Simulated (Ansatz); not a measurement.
Phonon-limited resistivity of Si2Mo — Ansatz, plane waves and PAW

Space group I4/mmm (No. 139), 3 atoms in the cell of the first input below: a = 4.515 Å, b = 4.515 Å, c = 4.515 Å, α = 138.62°, β = 138.62°, γ = 59.96°.

The structure is a measured one, not always of the ambient phase, relaxed without spin–orbit coupling to zero pressure (pressure 0.0 GPa with this functional, without spin–orbit coupling). Functional: PBEsol.

Input:

```yaml
crystal:
  lattice:
    - [-1.5950561824, 1.5950561824, 3.9105798276]
    - [1.5950561824, -1.5950561824, 3.9105798276]
    - [1.5950561824, 1.5950561824, -3.9105798276]
  atoms:
    - { symbol: Si, position: [0.3350403274, 0.3350403274, 0.0] }
    - { symbol: Si, position: [0.6649596726, 0.6649596726, 0.0] }
    - { symbol: Mo, position: [0.0, 0.0, 0.0] }
basis:
  ecutwfc: 420
  ecutrho_ratio: 4
kpoints:
  mp_grid: { grid: [14, 14, 14] }
hamiltonian:
  xc: pbesol
scf:
  occupations: { method: methfessel_paxton, width: 0.2 }
output: {}
phonons:
  supercell: [2, 2, 2]
  qpath:
    path:
      - [[0.0, 0.0, 0.0], [0.0, 0.0, 0.5], [0.25, 0.25, 0.25], [0.0, 0.5, 0.0], [0.0, 0.0, 0.0], [0.5, 0.5, -0.5], [0.29159199, 0.70840801, -0.29159199]]
      - [[-0.29159199, 0.29159199, 0.29159199], [0.0, 0.0, 0.0]]
      - [[0.0, 0.0, 0.5], [-0.08318397, 0.08318397, 0.5]]
      - [[0.5, 0.5, -0.08318397], [0.5, 0.5, -0.5]]
    npoints: 6
  electrical_resistivity: { mesh: [28, 28, 28], temperatures: [50, 100, 200, 300, 500] }
  superconductivity: { mesh: [28, 28, 28], eliashberg_equations: false }
```

```bash
ansatz run input.yaml --threads 8 --pin off --max-ram 15360MiB --backend cpu --events-out ev --progress --plain --runs-dir out
```

Time: 4.6 min on 8 threads of Intel(R) Xeon(R) Processor @ 2.50GHz (Skylake/Cascade Lake) (shared host), peak memory 4.6 GiB.

λ_tr,xx from the finest mesh down: 0.077, 0.080, 0.077. The next coarser mesh moves the resistivity at 300 K by under 1 % along the axis that moves most.

The run gives λ_tr,xx = 0.077 and a Drude plasma energy ħω_p,xx = 2.21 eV.

Q: Estimate the resistivity along x at 300 K from the high-temperature formula.

A: ħ/τ = 2π λ_tr k_B T = 0.0125 eV and ρ = 1/(ε0 ω_p² τ) = 19.03 μΩ cm. The Boltzmann solution gives 15.94 μΩ cm, so the estimate is 19 % high.

| T (K) | ρ_xx (μΩ cm) | ρ_zz (μΩ cm) | formula, xx | R_H, field along x (10⁻¹¹ m³/C) | R_H, field along z (10⁻¹¹ m³/C) |
| --- | --- | --- | --- | --- | --- |
| 50 | 0.17 | 0.20 | 3.17 | -27.3 | 634 |
| 100 | 1.72 | 1.62 | 6.34 | -13.8* | 619 |
| 200 | 8.63 | 6.74 | 12.69 | -12.1* | 549 |
| 300 | 15.94 | 12.07 | 19.03 | -12.7* | 527 |
| 500 | 29.52 | 22.14 | 31.71 | -12.8* | 516 |

A star marks Hall coefficients that aren't converged: the next coarser mesh moves them by over a fifth (field along x at 300 K: -12.68 against -18.67). The sign of R_H depends on the direction of the field, so it shows no single kind of carrier. At 300 K the next coarser mesh moves R_H by up to 47 %.

At 50 K the solution is 0.052 times the linear formula, and at 500 K 0.93 times. The formula is meant for temperatures above the phonon energies and for bands that vary little within k_B T.

Caveats: few states lie at the Fermi level, as in a semimetal, so the smearing of 0.2 eV and the mesh draw its small Fermi surface poorly; in a semimetal R_H is a small difference of electron and hole terms, so even its sign is unsure; small supercell, couplings not converged in it; the program warns that its phonon interpolation lacks the long-range quadrupole term.

The resistivity rises faster than linearly with temperature throughout, and the linear formula approaches the Boltzmann solution only towards 500 K. This is Bloch–Grüneisen behaviour: light silicon and stiff, partly covalent Mo–Si and Si–Si bonds put much of the phonon spectrum at high energy, so many scattering modes are still frozen out on cooling, and the remaining long-wavelength phonons deflect carriers only weakly.

The modest resistivity at 300 K reflects two opposing effects. Hybridisation of Mo d with Si p states depletes the Fermi level, which lowers the plasma energy and hence the conductivity, but it also leaves few final states for scattering, consistent with the small λ_tr of 0.077.

Conduction is easier along z from 100 K upwards, whereas the order is reversed at 50 K. A fixed anisotropy of the carrier velocities alone wouldn't give such a reversal, which suggests direction-dependent scattering, though the difference at 50 K is small. In real crystals, defect scattering would probably mask the phonon term at that temperature.
